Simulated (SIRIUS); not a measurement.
## MoS2 under changes of volume

One of the cells (17.864 Å³/atom); the others are scaled copies at fixed shape and fractional positions:

```xyz
6
Lattice="3.1690 0.0000 0.0000 -1.5845 2.7444 0.0000 0.0000 0.0000 12.3240" Properties=species:S:1:pos:R:3 pbc="T T T"
Mo    1.5845    0.9148    9.2430
Mo    0.0000    1.8296    3.0810
S     1.5845    0.9148    4.6461
S     0.0000    1.8296   10.8081
S     1.5845    0.9148    1.5159
S     0.0000    1.8296    7.6779
```

* Program: SIRIUS 7.12.0
* Functional: PBEsol
* Potentials or basis: PseudoDojo 0.4.1 PBEsol standard (scalar relativistic)
* Cutoff: 1102 eV
* Density cutoff: 4408 eV
* k mesh: 10 × 10 × 3
* Occupations: fermi-dirac, width 0.05 eV
* Spin: no spin polarisation

```csv
volume (Å³/atom),energy over the lowest point (meV/atom),pressure (GPa),gap on the mesh (eV),largest force (eV/Å)
16.792,16.19,7.4,0.82,0.763
17.149,4.08,3.6,0.84,0.378
17.507,0.00,0.1,0.86,0.023
17.864,3.11,-2.9,0.89,0.305
18.221,?,?,?,?
18.578,27.99,-8.1,0.92,0.889
18.936,48.47,-10.3,0.93,1.148
```

Question: What does the run at 18.221 Å³/atom give?

Answer: Energy over the lowest point 12.66 meV/atom; pressure -5.6 GPa; gap on the mesh 0.90 eV; largest force 0.608 eV/Å.

Worked out: A Birch-Murnaghan fit of order 3 (a polynomial in V^(-2/3)) to the other rows has its minimum at 17.52 Å³/atom with B0 = V·E''(V) = 157 GPa and B' = 4.5 at fixed shape and positions, which overstates the stiffness. It gives 12.68 meV/atom at 18.221 Å³/atom, against the run's 12.66, and -dE/dV = -5.6 GPa, against -5.6. A parabola through the other rows of the gap, of slope 0.849 eV per unit of ln V there, gives 0.90 eV, against the run's 0.90.

Energies are extrapolated to zero smearing.

Caveats: an odd mesh through Γ misses points on the zone boundary, where band edges often lie; this functional lacks dispersion, which binds the layers, so the pressure and a relaxed spacing across them are unreliable; forces of over 1 eV/Å show positions far from the minimum, so gaps and moduli don't describe the material at rest (some runs). Spin-orbit coupling on Mo is left out.
